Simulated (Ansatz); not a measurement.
## ZnS: pressure against volume per atom

Results calculated with Ansatz 0.2.0, not measured. Periodic Kohn-Sham DFT of a crystal at fixed atoms; pressure and stress are positive in compression; the energy is the free energy less that of spherical unpolarised free atoms; site moments are those in the method's own spheres, positive along +z.

Cell of the first row (space group F-43m, No. 216):
```
cell vectors (Å)
   0.0000     2.6494     2.6494
   2.6494     0.0000     2.6494
   2.6494     2.6494     0.0000
atoms (fractions of the cell vectors)
Zn  0.00000  0.00000  0.00000
S   0.75000  0.75000  0.75000
```

Settings of every row: method all-electron PAW; functional PBE; relativity scalar; k mesh 8x8x8; filling fermi-dirac; smearing width 0.01 eV; nucleus gaussian.

Atom start moment: 0 on all atoms.

| row | volume per atom (Å³) | pressure (GPa) |
| --- | --- | --- |
| 1 | 18.598 | 6.727 |
| 2 | 18.993 | 4.751 |
| 3 | 19.389 | 2.978 |
| 4 | 19.587 | 2.16 |
| 5 | 19.785 | ? |
| 6 | 19.983 | 0.65 |
| 7 | 20.181 | -0.047 |
| 8 | 20.576 | -1.334 |
| 9 | 20.972 | -2.49 |

Question: what pressure should row 5 give?

Worked fit of pressure. Take u = (V_r/V)^(2/3) − 1 with V_r = 19.785 Å³ an atom, which is twice the finite (Eulerian) strain; such expansions in the strain, on which the Birch-Murnaghan equation of state is built, carry the rest volume and the bulk modulus. The shown rows have u = 0.04211, 0.02761, 0.01357, 0.00673, -0.00662, -0.01312, -0.0258, -0.0381. Least squares give pressure = 1.3841 + 113.121 × u + 312.35 × u² + 333 × u³ GPa; a parabola predicts inner rows, each left out in turn, worse (root mean square 0.0057 against 0.0018 GPa). The rows lie off it by 0.001, -0.001, 0.000, 0.000, 0.001, 0.000, -0.002, 0.001. The pressure vanishes at u = -0.0127, or V = 20.17 Å³ an atom, and there the bulk modulus at fixed shape and fractions is B = −V dP/dV = (2/3)(1 + u) dP/du = 69.4 GPa. The withheld row has u = 0, so the fit gives 1.3841 + 113.121 × (0) + 312.35 × (0)² + 333 × (0)³ = 1.384 GPa.

The calculation gave 1.384 GPa. The fit meets it to the printed digit.
